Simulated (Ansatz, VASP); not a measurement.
## C in VASP and in Ansatz

```
C
1.0
     0.00000    1.63406    2.12428
     1.63406    0.00000    2.12428
     1.63406    1.63406    0.00000
C
2
Direct
  0.50000 0.50000 0.50000
  0.75000 0.75000 0.75000
```

Alike in both runs: task single point; functional PBEsol; k mesh 12 × 12 × 12; occupations gaussian, width 0.05 eV; no spin polarisation.

```csv
,VASP,Ansatz
version,VASP 6.6.1,Ansatz 0.2.0
potentials or method,"VASP PAW PBE potentials, release 64 (C)","scalar-relativistic, plane waves, PAW"
plane-wave cutoff (eV),520,420
valence electrons in the cell,8,8
```

|  | VASP | Ansatz | Ansatz less VASP |
| --- | --- | --- | --- |
| gap on the k mesh at the Fermi level (eV) | 0.73 | 0.74 | +0.009 |
| least direct gap on the mesh (eV) | 2.73 | 2.73 | +0.003 |
| pressure (GPa) | -0.8 | -1.7 | -0.90 |
| largest component of the traceless stress (GPa) | 198.01 | 198.08 | +0.068 |

The functional is the same, so the differences come from potentials, cutoffs and numerics.

Caveats: the PAW data sets were made with another functional, which shifts forces and pressure a little (VASP).
